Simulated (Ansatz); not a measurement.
ZnO films: biaxial stress and wafer bow

Plane-wave DFT in Ansatz, r2SCAN, scalar-relativistic PAW potentials, cutoff 500 eV, no spin-orbit coupling; no spin polarisation. ZnO in space group P6_3mc, strained equally along a and b of the conventional cell, with c and the atoms relaxed within the symmetry (a film with c along the normal). Stress is the in-plane mean, tension positive.

| strain (%) | stress (GPa) | E − E(0) (meV/atom) |
| --- | --- | --- |
| -6.0 | ? | 62.4 |
| -4.0 | -9.42 | 27.4 |
| -2.0 | -4.61 | 6.8 |
| +0.0 | 0.00 | 0.0 |
| +2.0 | 4.21 | 6.3 |
| +4.0 | 7.89 | 24.3 |
| +6.0 | 10.19 | 51.1 |

**Question.** Fit the stress, get the biaxial modulus and predict the missing row.

**Answer.** A parabola through the given rows is σ = 0.15 + 2.142 ε -0.0726 ε² GPa (ε in %), so M = dσ/dε = 214 GPa at zero. It predicts -15.32 GPa at -6.0 %; the run gave -14.50 GPa. The miss is 0.82 GPa, more than the fit's scatter: the response is more anharmonic than a parabola allows. The negative square term means that the film is stiffer in compression than in tension. The energies check it: E/V = Mε² at small strain, and a cubic fit with V = 11.81 Å³/atom gives M = 213 GPa, in agreement.

**Question.** How much does a 50 nm film at +0.2 % strain bow a 300 mm Si(001) wafer 775 μm thick?

**Answer.** The fit, without its small constant, gives σ = 0.43 GPa. Stoney's formula, κ = 6σt_f/(M_s t_s²) with M_s = 180.5 GPa for Si(001) (literature), gives |κ| = 1.19×10⁻³ m⁻¹ and a bow κr²/2 = 13.4 μm at r = 150 mm, with the film side concave (tension pulls the edges up). This assumes a single-crystal or fully textured, unrelaxed film at 0 K.

Cost: about 15 core-minutes for the runs cited, on Intel Xeon Platinum 8259CL (Skylake/Cascade Lake) (shared hosts).

The in-plane stiffness falls at every step from compression to tension, but not evenly: stress grows only from 7.89 to 10.19 GPa over the last tensile step, while the compressive branch stiffens gently. That late softening pulls the parabola's curvature up, which is why it overshoots at -6.0 %. Shorter Zn–O bonds meet steeper repulsion, whereas stretched ones lose restoring force. In wurtzite, tension in the plane also favours a smaller c/a and flatter Zn–O bilayers, so the sharp softening probably reflects an approach to the layered, hexagonal-BN-like structure. The relaxed c and internal parameter would be needed to confirm this.

None of this matters much for the wafer: at +0.2 % the response is almost linear, and the bow is governed by the modulus at zero strain, on which stress and energy agree. Because ZnO is piezoelectric, that modulus applies to a film without a macroscopic field along c; in an insulating film with unscreened polarisation charge, the depolarising field would make the in-plane response somewhat stiffer.
